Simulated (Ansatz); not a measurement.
Here is an Ansatz 0.2.0 calculation.

File input.yaml:

```yaml
crystal:
  lattice:
    - [-1.60842, 1.60842, 1.87318]
    - [1.60842, -1.60842, 1.87318]
    - [1.60842, 1.60842, -1.87318]
  atoms:
    - { symbol: Ge, position: [0.5, 0.5, 0.0] }
hamiltonian:
  xc: lda
  pseudopotentials: { kind: paw }
kpoints:
  mp_grid: { grid: [12, 12, 12] }
  band_path:
    path:
      - [[0.0, 0.0, 0.0], [0.0, 0.0, 0.5], [-0.3686463256, 0.3686463256, 0.5], [-0.4343231628, 0.4343231628, 0.4343231628], [0.0, 0.0, 0.0], [0.5, 0.5, -0.5], [0.4343231628, 0.5656768372, -0.4343231628], [0.0, 0.5, 0.0], [0.25, 0.25, 0.25], [0.5, 0.5, -0.3686463256], [0.5, 0.5, -0.5]]
      - [[0.0, 0.0, 0.5], [0.25, 0.25, 0.25]]
    npoints: 14
scf:
  occupations: { method: fermi_dirac, width: 0.05 }
  n_extra_bands: 6
output:
  forces: true
  stress: true
  eigenvalues: true
  fatbands: true
  write_density: true
  write_potential: true
  elf: true
  volumetric_format: npy
```

Potentials or basis: Ansatz PAW.

Command:

```sh
$ ansatz run input.yaml --threads 2 --pin off --max-ram 5632MiB --backend cpu --events-out ev --progress --plain --runs-dir out
```

(1) Predict the pressure.

(2) Predict the band gap on the k mesh.

Answers

(1) -4.3 GPa.

(2) none (metal or under the smearing width).

Caveat: the PAW data sets come from PBE, with cores solved anew for the run's functional, which leaves a small shift of forces and pressure.
